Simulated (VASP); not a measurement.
# PtSe2 (Sudovikovite): relaxation of cell and atoms with PBEsol

PtSe2 (Sudovikovite):

```
Pt Se
1.0
     3.72400    0.00000    0.00000
    -1.86200    3.22508    0.00000
     0.00000    0.00000    5.06200
Pt Se
1 2
Direct
  0.00000 0.00000 0.00000
  0.66667 0.33333 0.75000
  0.33333 0.66667 0.25000
```

```
Program                : VASP 6.6.1
Task                   : relaxation of cell and atoms
Functional             : PBEsol
Potentials or basis    : VASP PAW PBE potentials, release 64 (Pt, Se)
Cutoff                 : 600 eV
k mesh                 : 8 × 8 × 4
Occupations            : fermi-dirac, width 0.05 eV
Spin                   : no spin polarisation
Ladder                 : gaps
Further INCAR settings : ALGO = Normal; EDIFF = 1e-07; IBRION = 2; EDIFFG = -0.02; NSW = 60; ISIF = 3
```

```
Relaxed volume                         : 19.73 Å³/atom
Relaxed cell                           : a = 3.766 Å, b = 3.766 Å, c = 4.820 Å, α = 90.00°, β = 90.00°, γ = 120.00°
Space group after relaxing (to 0.05 Å) : P-3m1 (No. 164)
Energy gained by relaxing              : 7.3 meV/atom
Ionic steps                            : 13
Pressure after relaxing                : -0.1 GPa
Largest force after relaxing           : 0.014 eV/Å
Band gap on the k mesh                 : none (metal or under the smearing width)
```

Forces in eV/Å, atoms in the order of the input:
```
Pt   0.000  0.000  0.000
Se   0.000  0.000  0.014
Se   0.000  0.000 -0.014
```

Stress tensor (GPa, compression positive):
```
-0.14  0.00  0.00
 0.00 -0.14  0.00
 0.00  0.00 -0.05
```

The path:
```csv
step,energy change (eV),largest force (eV/Å),pressure (GPa),volume (Å³)
1,0.0000,0.3020,2.25,60.80
2,0.0151,0.3046,-3.95,63.33
3,-0.0087,0.0612,-0.23,61.73
4,-0.0087,0.0658,-0.18,61.71
5,-0.0099,0.0694,-0.18,61.56
6,-0.0132,0.0812,-0.15,61.11
7,-0.0185,0.1022,-0.02,60.21
8,-0.0156,0.0891,0.58,58.36
9,-0.0200,0.1186,0.17,59.60
10,-0.0210,0.0100,-0.51,59.60
11,-0.0210,0.0162,-0.47,59.60
12,-0.0217,0.0066,-0.19,59.28
13,-0.0218,0.0138,-0.11,59.19
```

Final structure:
```
Pt Se
1.0
     3.76550    0.00000    0.00000
    -1.88275    3.26102    0.00000
     0.00000    0.00000    4.81992
Pt Se
1 2
Direct
  0.00000 0.00000 0.00000
  0.66667 0.33333 0.73694
  0.33333 0.66667 0.26305
```

Levels at points of the mesh, in eV from the Fermi level:
```
           k point  band 8  band 9  band 10  band 11  band 12  band 13  band 14  band 15
(0.00, 0.00, 0.00)   -2.46   -1.02    -1.02     0.80     1.13     1.13     3.22     4.06
(0.50, 0.00, 0.00)   -3.75   -3.36    -3.29    -2.93     0.52     2.53     4.96     6.03
(0.00, 0.00, 0.50)   -2.93   -1.70    -1.70    -1.69     2.37     2.37     4.89     6.48
(0.50, 0.00, 0.50)   -3.38   -3.10    -2.67    -1.11     0.67     1.47     4.80     4.91
```

It took 4.3 min on 1 thread of Intel(R) Xeon(R) Platinum 8375C CPU @ 2.90GHz (Ice Lake), with other jobs on the host, peak memory 0.22 GiB.

Caveat: the PAW data sets were made with another functional, which shifts forces and pressure a little. The run has no spin-orbit coupling, so splittings on Pt are missing.
